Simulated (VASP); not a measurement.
# Al7P8 (a cell with a defect) in VASP: notebook

One crystal, Al7P8 (a cell with a defect), is run at these levels: PBE; tasks: single point.

All numbers are computed with VASP 6.6.1; they aren't measurements. Logs are shortened: lines on timing, memory, paths and dates and some standing lists are left out, and cuts for length are marked.

## 1. Starting point

The cell holds a defect, 15 atoms: a = 7.720 Å, b = 7.720 Å, c = 7.720 Å, α = 60.00°, β = 60.00°, γ = 60.00°.

## 2. Single point, PBE

INCAR

```
SYSTEM = Al7P8
ALGO = Normal ; EDIFF = 1E-6
ENCUT = 520 ; GGA = PE
ISIF = 2 ; ISMEAR = 0
LASPH = .TRUE. ; LCHARG = .FALSE.
LREAL = Auto ; LWAVE = .FALSE.
NBANDS = 44 ; NELM = 100
PREC = Accurate ; SIGMA = 0.1
```

KPOINTS

```
k-points
0
G
  2 2 2
  0 0 0
```

POSCAR

```
Al7P8
1.0
    0.0000000000      5.4591520000      5.4591520000
    5.4591520000      0.0000000000      5.4591520000
    5.4591520000      5.4591520000      0.0000000000
Al P
7 8
Direct
    0.0030687000     -0.0093218690      0.0014950124
    0.0032109383     -0.0093913853      0.5046846104
   -0.0207246473      0.4994572417      0.5105661099
    0.9901056061     -0.5263311958      0.0180650768
    0.4969686684      0.0155536061      0.4935978152
    0.4741714464      0.5315677233      0.0029491760
    0.4742013045      0.5316153498      0.4910995334
    0.1658978354      0.0730925792      0.1304745682
    0.1224387048      0.1243371681      0.6266019887
    0.0998904225      0.6168613733      0.1362246371
    0.0999381406      0.6168077936      0.6469078897
    0.6363306975      0.1610588971      0.1204511250
    0.6365577474      0.1611659650      0.5815131178
    0.5593249648      0.7060955621      0.1171854163
    0.6044948922      0.6420052968      0.6266754434
```

Potentials or basis: VASP PAW PBE potentials, release 64 (Al, P).

Started as:

```
$ cat potpaw_PBE.64/Al/POTCAR potpaw_PBE.64/P/POTCAR > POTCAR
$ mpirun -np 1 vasp_std > vasp.out
```

OUTCAR:

```text
SYSTEM = Al7P8
   EDIFF = 1E-6
   ENCUT = 520
   GGA = PE
   ISIF = 2
   ISMEAR = 0
   LASPH = .TRUE.
   LREAL = Auto
   NELM = 100
   PREC = Accurate

 ion  position               nearest neighbor table
   1  0.003  0.991  0.001-  12 2.34  10 2.36   9 2.36   8 2.38
   2  0.003  0.991  0.505-  13 2.34   9 2.36  11 2.36   8 2.38
   3  0.979  0.499  0.511-  10 2.36  11 2.36  15 2.37   9 2.37
   4  0.990  0.474  0.018-  10 2.34  11 2.34   8 2.54  14 2.78
   5  0.497  0.016  0.494-  15 2.36   9 2.36  12 2.36  13 2.36
   6  0.474  0.532  0.003-  12 2.35  15 2.37  10 2.38  14 2.38
   7  0.474  0.532  0.491-  13 2.35  15 2.37  11 2.38  14 2.38
   8  0.166  0.073  0.130-   2 2.38   1 2.38   4 2.54  14 2.94
   9  0.122  0.124  0.627-   5 2.36   2 2.36   1 2.36   3 2.37
  10  0.100  0.617  0.136-   4 2.34   3 2.36   1 2.36   6 2.38
  11  0.100  0.617  0.647-   4 2.34   3 2.36   2 2.36   7 2.38
  12  0.636  0.161  0.120-   1 2.34   6 2.35   5 2.36
  13  0.637  0.161  0.582-   2 2.34   7 2.35   5 2.36
  14  0.559  0.706  0.117-   7 2.38   6 2.38   4 2.78   8 2.94
  15  0.604  0.642  0.627-   5 2.36   3 2.37   7 2.37   6 2.37

  LATTYP: Found a face centered cubic cell.
 ALAT       =    10.9183040000

  Lattice vectors:

 A1 = (   0.0000000000,   5.4591520000,   5.4591520000)
 A2 = (   5.4591520000,   0.0000000000,   5.4591520000)
 A3 = (   5.4591520000,   5.4591520000,   0.0000000000)

Analysis of symmetry for initial positions (statically):
=====================================================================
 Subroutine PRICEL returns:
 Original cell was already a primitive cell.

 Routine SETGRP: Setting up the symmetry group for a
 face centered cubic supercell.

 Subroutine GETGRP returns: Found  1 space group operations
 (whereof  1 operations were pure point group operations)
 out of a pool of 48 trial point group operations.

The static configuration has the point symmetry C_1 .

Analysis of symmetry for dynamics (positions and initial velocities):
=====================================================================
 Subroutine PRICEL returns:
 Original cell was already a primitive cell.

 Routine SETGRP: Setting up the symmetry group for a
 face centered cubic supercell.

 Subroutine GETGRP returns: Found  1 space group operations
 (whereof  1 operations were pure point group operations)
 out of a pool of 48 trial point group operations.

The dynamic configuration has the point symmetry C_1 .

 Subroutine INISYM returns: Found  1 space group operations
 (whereof  1 operations are pure point group operations),
 and found     1 'primitive' translations

----------------------------------------------------------------------------------------

                                     Primitive cell

  volume of cell :     325.3910

  direct lattice vectors                    reciprocal lattice vectors
     0.000000000  5.459152000  5.459152000    -0.091589316  0.091589316  0.091589316
     5.459152000  0.000000000  5.459152000     0.091589316 -0.091589316  0.091589316
     5.459152000  5.459152000  0.000000000     0.091589316  0.091589316 -0.091589316

  length of vectors
     7.720406797  7.720406797  7.720406797     0.158637349  0.158637349  0.158637349

  position of ions in fractional coordinates (direct lattice)
     0.003068700  0.990678131  0.001495012
     0.003210938  0.990608615  0.504684610
     0.979275353  0.499457242  0.510566110
     0.990105606  0.473668804  0.018065077
     0.496968668  0.015553606  0.493597815
     0.474171446  0.531567723  0.002949176
     0.474201304  0.531615350  0.491099533
     0.165897835  0.073092579  0.130474568
     0.122438705  0.124337168  0.626601989
     0.099890423  0.616861373  0.136224637
     0.099938141  0.616807794  0.646907890
     0.636330697  0.161058897  0.120451125
     0.636557747  0.161165965  0.581513118
     0.559324965  0.706095562  0.117185416
     0.604494892  0.642005297  0.626675443

  ion indices of the primitive-cell ions
   primitive index   ion index
                 1           1
                 2           2
                 3           3
                 4           4
                 5           5
                 6           6
                 7           7
                 8           8
                 9           9
                10          10
                11          11
                12          12
                13          13
                14          14
                15          15

----------------------------------------------------------------------------------------

 KPOINTS: k-points

Automatic generation of k-mesh.
 Grid dimensions read from file:
 generate k-points for:    2    2    2

 Generating k-lattice:

  Cartesian coordinates                     Fractional coordinates (reciprocal lattice)
    -0.045794658  0.045794658  0.045794658     0.500000000  0.000000000  0.000000000
     0.045794658 -0.045794658  0.045794658     0.000000000  0.500000000  0.000000000
     0.045794658  0.045794658 -0.045794658     0.000000000  0.000000000  0.500000000

  Length of vectors
     0.079318675  0.079318675  0.079318675

  Shift w.r.t. Gamma in fractional coordinates (k-lattice)
     0.000000000  0.000000000  0.000000000

 Subroutine IBZKPT returns following result:
 ===========================================

 Found      8 irreducible k-points:

 Following reciprocal coordinates:
            Coordinates               Weight
  0.000000  0.000000  0.000000      1.000000
  0.500000  0.000000  0.000000      1.000000
  0.000000  0.500000  0.000000      1.000000
  0.000000  0.000000  0.500000      1.000000
  0.500000  0.500000  0.500000      1.000000
  0.500000  0.500000  0.000000      1.000000
  0.000000  0.500000  0.500000      1.000000
  0.500000  0.000000  0.500000      1.000000
   k-points           NKPTS =      8   k-points in BZ     NKDIM =      8   number of bands    NBANDS=     44
   number of dos      NEDOS =    301   number of ions     NIONS =     15
   total plane-waves  NPLWV = 216000
   dimension x,y,z NGX =    60 NGY =   60 NGZ =   60
   dimension x,y,z NGXF=   120 NGYF=  120 NGZF=  120
   ions per type =               7   8
   NGX,Y,Z   is equivalent  to a cutoff of  12.92, 12.92, 12.92 a.u.
   NGXF,Y,Z  is equivalent  to a cutoff of  25.84, 25.84, 25.84 a.u.
 SYSTEM =  Al7P8
   PREC   = accura    normal or accurate (medium, high low for compatibility)
   ISTART =      0    job   : 0-new  1-cont  2-samecut
   ICHARG =      2    charge: 1-file 2-atom 10-const
   ISPIN  =      1    spin polarized calculation?
   LNONCOLLINEAR =      F non collinear calculations
   LSORBIT =      F    spin-orbit coupling
   LASPH  =      T    aspherical Exc in radial PAW
   ENCUT  =  520.0 eV  38.22 Ry    6.18 a.u.  14.35 14.35 14.35*2*pi/ulx,y,z
   NELM   =    100;   NELMIN=  2; NELMDL= -5     # of ELM steps
   EDIFF  = 0.1E-05   stopping-criterion for ELM
   LREAL  =      T    real-space projection
   EDIFFG = 0.1E-04   stopping-criterion for IOM
   NSW    =      0    number of steps for IOM
   IBRION =     -1    ionic relax: 0-MD 1-quasi-New 2-CG
   NFREE  =      0    steps in history (QN), initial steepest desc. (CG)
   ISIF   =      2    stress and relaxation
   ISYM   =      2    0-nonsym 1-usesym 2-fastsym
   POTIM  = 0.5000    time-step for ionic-motion
   TEBEG  =    0.0;   TEEND  =   0.0 temperature during run
   PSTRESS=    0.0 pullay stress
   NELECT =      61.0000    total number of electrons
   NUPDOWN=      -1.0000    fix difference up-down
   EMIN   =  10.00;   EMAX   =-10.00  energy-range for DOS
   EFERMI =   0.00;   METHOD = LEGACY
   ISMEAR =     0;   SIGMA  =   0.10  broadening in eV -4-tet -1-fermi 0-gaus
   EFERMI_NEDOS =   21; number of points for ismear=-14 and -15
   IALGO  =     38    algorithm
   IMIX   =      4    mixing-type and parameters
     AMIX     =   0.40;   BMIX     =  1.00
     AMIX_MAG =   1.60;   BMIX_MAG =  1.00
  volume/ion in A,a.u.               =      21.69       146.39
  Fermi-wavevector in a.u.,A,eV,Ry     =   0.936950  1.770578 11.944210  0.877875
  Thomas-Fermi vector in A             =   2.064011
   LORBIT       =      0    0 simple, 1 ext, 2 COOP (PROOUT), +10 PAW based schemes
   GGA     = PE    functional components
   LHFCALC =     F    Hartree Fock is set to
   AEXX    =    0.0000 exact exchange contribution
   IVDW    =     0    specifies the selected vdW correction
   LEPSILON=     F    determine dielectric tensor
   LRPA    =     F    only Hartree local field effects (RPA)
 non-spin polarized calculation
 Gauss-broadening in eV      SIGMA  =   0.10
  energy-cutoff  :      520.00
  volume of cell :      325.39
 maximum number of plane-waves:      8801
 NGX is ok and might be reduce to    60
   NGX = 29   NGY = 29   NGZ = 29

 number of electron      61.0000000 magnetization

 Free energy of the ion-electron system (eV)
  ---------------------------------------------------
  ext. energy  EPLUGINS =         0.00000000
  ---------------------------------------------------
  free energy    TOTEN  =       -73.80437905 eV

  energy without entropy =      -73.78128533  energy(sigma->0) =      -73.79283219

 E-fermi :   4.4452     XC(G=0):  -8.9872

 val. band max:        4.3820603097   @ k =   0.0000   0.0000   0.5000
 cond. band min:       4.4834355264   @ k =   0.5000   0.5000   0.0000
 fundamental gap:      0.1013752167
 Fermi energy:         4.4452461936

 k-point     1 :       0.0000    0.0000    0.0000
  band No.  band energies     occupation
      1      -7.3724      2.00000
      2      -5.7879      2.00000
      3      -5.7617      2.00000
      4      -5.6802      2.00000
      5      -5.6176      2.00000
      6      -5.1432      2.00000
[... 34 lines left out ...]
     41       7.2278      0.00000
     42       7.2942      0.00000

 k-point     2 :       0.5000    0.0000    0.0000
  band No.  band energies     occupation
      1      -6.8719      2.00000
      2      -6.5602      2.00000
      3      -5.6528      2.00000
      4      -5.6329      2.00000
      5      -5.6076      2.00000
      6      -5.3457      2.00000
[... 34 lines left out ...]
     41       8.6810      0.00000
     42       8.9856      0.00000

 k-point     3 :       0.0000    0.5000    0.0000
  band No.  band energies     occupation
      1      -6.8149      2.00000
      2      -6.6255      2.00000
      3      -5.6331      2.00000
      4      -5.6122      2.00000
      5      -5.5974      2.00000
      6      -5.4151      2.00000
[... 34 lines left out ...]
     41       8.8690      0.00000
     42       9.1608      0.00000

 k-point     4 :       0.0000    0.0000    0.5000
  band No.  band energies     occupation
      1      -6.8447      2.00000
      2      -6.6227      2.00000
      3      -5.6719      2.00000
      4      -5.5596      2.00000
      5      -5.5450      2.00000
      6      -5.4349      2.00000
[... 34 lines left out ...]
     41       8.9441      0.00000
     42       9.1315      0.00000

 k-point     5 :       0.5000    0.5000    0.5000
  band No.  band energies     occupation
      1      -6.8443      2.00000
      2      -6.6231      2.00000
      3      -5.6719      2.00000
      4      -5.5596      2.00000
      5      -5.5450      2.00000
      6      -5.4352      2.00000
[... 34 lines left out ...]
     41       8.9430      0.00000
     42       9.1317      0.00000

 k-point     6 :       0.5000    0.5000    0.0000
  band No.  band energies     occupation
      1      -6.6524      2.00000
      2      -6.4659      2.00000
      3      -5.8782      2.00000
      4      -5.8672      2.00000
      5      -5.7632      2.00000
      6      -5.6277      2.00000
[... 34 lines left out ...]
     41       8.6489      0.00000
     42       9.3071      0.00000

 k-point     7 :       0.0000    0.5000    0.5000
  band No.  band energies     occupation
      1      -6.5450      2.00000
      2      -6.5209      2.00000
      3      -5.9767      2.00000
      4      -5.9424      2.00000
      5      -5.7401      2.00000
      6      -5.5492      2.00000
[... 34 lines left out ...]
     41       8.7498      0.00000
     42       9.0943      0.00000

 k-point     8 :       0.5000    0.0000    0.5000
  band No.  band energies     occupation
      1      -6.5449      2.00000
      2      -6.5210      2.00000
      3      -5.9762      2.00000
      4      -5.9428      2.00000
      5      -5.7402      2.00000
      6      -5.5492      2.00000
[... 34 lines left out ...]
     41       8.7495      0.00000
     42       9.0956      0.00000
 [bands above 42 left out]

------------------------ aborting loop because EDIFF is reached ----------------------------------------

  FORCE on cell =-STRESS in cart. coord.  units (eV):
  Direction    XX          YY          ZZ          XY          YZ          ZX
  --------------------------------------------------------------------------------------
  -------------------------------------------------------------------------------------
  Total       -1.8280657     -1.8249753      2.6558360      3.6280394      0.0937204     -0.0957982
  in kB       -9.0011259     -8.9859088     13.0769443     17.8639305      0.4614653     -0.4716961
  external PRESSURE =      -1.6366968 kB  Pullay stress =       0.0000000 kB

 VOLUME and BASIS-vectors are now :
 -----------------------------------------------------------------------------
  energy-cutoff  :      520.00
  volume of cell :      325.39
      direct lattice vectors                 reciprocal lattice vectors
     0.000000000  5.459152000  5.459152000    -0.091589316  0.091589316  0.091589316
     5.459152000  0.000000000  5.459152000     0.091589316 -0.091589316  0.091589316
     5.459152000  5.459152000  0.000000000     0.091589316  0.091589316 -0.091589316

 POSITION                                       TOTAL-FORCE (eV/Angst)
 -----------------------------------------------------------------------------------
      5.41642      0.02491      5.42501         0.009820      0.011462      0.010285
      8.16303      2.77268      5.42541        -0.010895     -0.009813      0.010273
      5.51387      8.13327      8.07263         0.004091     -0.003731     -0.004192
      2.68445      5.50376      7.99097         0.085414     -0.085109      0.023289
      2.77953      5.40765      2.79794         0.001884     -0.002308     -0.006017
      2.91801      2.60467      5.49048         0.006303      0.005112      0.007293
      5.58316      5.26972      5.49091        -0.005632     -0.006025      0.007972
      1.11130      1.61794      1.30468        -0.029131      0.028816      0.014632
      4.09949      4.08913      1.34719        -0.007536      0.007361      0.001332
      4.11121      1.28899      3.91286        -0.022256      0.035251      0.021858
      6.89882      4.07715      3.91283        -0.035738      0.021797      0.021302
      1.53681      4.13139      4.35307         0.015945      0.021268     -0.013729
      4.05440      6.64963      4.35489        -0.021339     -0.014998     -0.013878
      4.49442      3.69317      6.90812        -0.000919      0.001273     -0.074284
      6.92592      6.72115      6.80483         0.009988     -0.010355     -0.006138
 -----------------------------------------------------------------------------------
    total drift:                                0.000967     -0.003103      0.000855

  FREE ENERGIE OF THE ION-ELECTRON SYSTEM (eV)
  ---------------------------------------------------
  free  energy   TOTEN  =       -73.8043790474 eV

  energy  without entropy=      -73.7812853307  energy(sigma->0) =      -73.79283219
```

Wall time 2.6 min (1 thread of Intel Xeon Platinum 8375C at 2.90GHz (Ice Lake), shared host); peak memory 0.48 GiB.

What came out:

| Quantity | Value |
| --- | --- |
| Free energy | -73.8044 eV |
| Pressure | -0.2 GPa |
| Largest force | 0.123 eV/Å |
| Band gap on the k mesh | none (metal or under the smearing width) |

Forces in eV/Å, atoms in the order of the input:
```
Al   0.010  0.011  0.010
Al  -0.011 -0.010  0.010
Al   0.004 -0.004 -0.004
Al   0.085 -0.085  0.023
Al   0.002 -0.002 -0.006
Al   0.006  0.005  0.007
Al  -0.006 -0.006  0.008
P   -0.029  0.029  0.015
P   -0.008  0.007  0.001
P   -0.022  0.035  0.022
P   -0.036  0.022  0.021
P    0.016  0.021 -0.014
P   -0.021 -0.015 -0.014
P   -0.001  0.001 -0.074
P    0.010 -0.010 -0.006
```

Caveat: the k mesh is coarse (spacing up to 0.50 Å⁻¹), so the values aren't converged.

[end of part 1 of 2]
